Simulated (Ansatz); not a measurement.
Input and command of a plane-wave DFT calculation in Ansatz:

```yaml
crystal:
  lattice:
    - [0.0, 3.9898374997, 4.3915250777]
    - [2.3524746913, 0.0, 4.3915250777]
    - [2.3524746913, 3.9898374997, 0.0]
  atoms:
    - { symbol: Al, position: [0.07906103, 0.42093897, 0.07906103] }
    - { symbol: Al, position: [0.42093897, 0.07906103, 0.42093897] }
    - { symbol: Al, position: [0.17093897, 0.82906103, 0.17093897] }
    - { symbol: Al, position: [0.82906103, 0.17093897, 0.82906103] }
    - { symbol: Ru, position: [0.75, 0.75, 0.75] }
    - { symbol: Ru, position: [0.5, 0.5, 0.5] }
basis:
  ecutwfc: 500
kpoints:
  mp_grid: { grid: [8, 8, 8], shift: [0.5, 0.5, 0.5] }
hamiltonian:
  xc: r2scan
scf:
  occupations: { method: gaussian, width: 0.01 }
output:
  forces: true
  stress: true
  eigenvalues: true
```

```bash
ansatz run input.yaml --threads 1 --pin off --max-ram 2560MiB --backend cpu --events-out ev --progress --plain --runs-dir out
```

Processor: Arm Neoverse V2, 1 thread, on a host shared with other jobs.

Q: Estimate time, memory and problem size.

A: About 76 s on 1 thread of Arm Neoverse V2, with other jobs on the host, peak memory 1 GiB. It solves 28 bands at 256 k points (the mesh reduced by symmetry) with about 2075 plane waves, in 7 SCF iterations.
